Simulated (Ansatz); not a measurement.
**Computed properties of ZrN**

```xyz
2
Lattice="0.0000 2.2842 2.2842 2.2842 0.0000 2.2842 2.2842 2.2842 0.0000" Properties=species:S:1:pos:R:3 pbc="T T T"
Zr    0.0000    0.0000    0.0000
N     2.2842    2.2842    2.2842
```

Atom numbers follow the list: Zr1, N2.

The geometry is COD entry 4303945, unchecked; take it as a test cell.

Spin polarisation is left out, and whether a magnetic state lies lower isn't shown here.

Methods: DFT, PBEsol, all-electron LAPW, scalar-relativistic (Ansatz 0.2.0); DFT, PBEsol, PAW with Ansatz's default frozen-core files, scalar-relativistic (Ansatz 0.2.0).

For LAPW: a Γ-centred 9×9×9 k mesh, Fermi–Dirac smearing of 0.01 eV, basis error target 0.25 meV/atom, no spin polarisation. PAW takes a cutoff of 420 eV at this cell (files made with PBE, cores remade for this functional). The Ansatz runs share mesh, smearing and spin set-up. Values come from LAPW unless marked.

```json
{
  "Pressure at this cell": "-2.78 GPa",
  "Band gap": "none: with an odd electron count and no spin polarisation the bands can't all be full, a metal in this set-up (spin order or a larger cell could open a gap)",
  "Density of states at the Fermi level (0.2 eV bin)": "0.70 states/eV per cell",
  "Löwdin charges (with 0.06 e of the cell spilling out of the atomic basis, so their sizes and signs hang on that basis)": "Zr1 0.77, N2 -0.71 e",
  "Bader charges (from the PAW run)": "Zr1 +1.87, N2 -1.87 e",
  "Volume per atom": "11.92 Å³"
}
```
